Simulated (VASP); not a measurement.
Input of a VASP 6.6.1 run:

File INCAR:

```
SYSTEM = Te2Pt
PREC = Accurate ; ENCUT = 520
EDIFF = 1E-6 ; ISMEAR = 1
SIGMA = 0.1 ; LREAL = .False.
LASPH = .True. ; NELM = 60
ALGO = Normal ; ISIF = 2
LWAVE = .False. ; LCHARG = .False.
GGA = PS ; ICORELEVEL = 1
KPAR = 4
```

KPOINTS

```
Automatic mesh
0
Gamma
  5 5 3
  0 0 0
```

POSCAR

```
Te2Pt
1.0
    6.0150000000      3.4727618690      0.0000000000
   -6.0150000000      3.4727618690      0.0000000000
    0.0000000000      0.0000000000     10.4020000000
Te Pt
12 6
Direct
    0.3333333333      0.3333333334      0.1250000000
    0.3333333333      0.3333333334      0.6250000000
    0.6666666667      0.0000000000      0.1250000000
    0.6666666667      0.0000000000      0.6250000000
    0.0000000000      0.6666666667      0.1250000000
    0.0000000000      0.6666666667      0.6250000000
    0.3333333333      1.0000000000      0.3750000000
    0.3333333333      1.0000000000      0.8750000000
    0.6666666667      0.6666666666      0.3750000000
    0.6666666667      0.6666666666      0.8750000000
    0.0000000000      0.3333333333      0.3750000000
    0.0000000000      0.3333333333      0.8750000000
    0.0000000000      0.0000000000      0.0000000000
    0.0000000000      0.0000000000      0.5000000000
    0.3333333333      0.6666666667      0.0000000000
    0.3333333333      0.6666666667      0.5000000000
    0.6666666667      0.3333333333      0.0000000000
    0.6666666667      0.3333333333      0.5000000000
```

Potentials or basis: VASP PAW PBE potentials, release 64 (Te, Pt).

The run is started by

```sh
$ cat potpaw_PBE.64/Te/POTCAR potpaw_PBE.64/Pt/POTCAR > POTCAR
$ mpirun -np 4 vasp_std > vasp.out
```

Question: Predict the pressure.

Answer: 3.9 GPa.

Question: Estimate the largest force.

Answer: 0.770 eV/Å.

Forces in eV/Å, atoms in the order of the input:
```
Te   0.000  0.000  0.770
Te   0.000  0.000  0.770
Te   0.000  0.000  0.770
Te   0.000  0.000  0.770
Te   0.000  0.000  0.770
Te   0.000  0.000  0.770
Te   0.000  0.000 -0.770
Te   0.000  0.000 -0.770
Te   0.000  0.000 -0.770
Te   0.000  0.000 -0.770
Te   0.000  0.000 -0.770
Te   0.000  0.000 -0.770
Pt   0.000  0.000  0.000
Pt   0.000  0.000  0.000
Pt   0.000  0.000  0.000
Pt   0.000  0.000  0.000
Pt   0.000  0.000  0.000
Pt   0.000  0.000  0.000
```

Caveat: the PAW data sets were made with another functional, which shifts forces and pressure a little. The run has no spin-orbit coupling, so splittings on Pt, Te are missing.
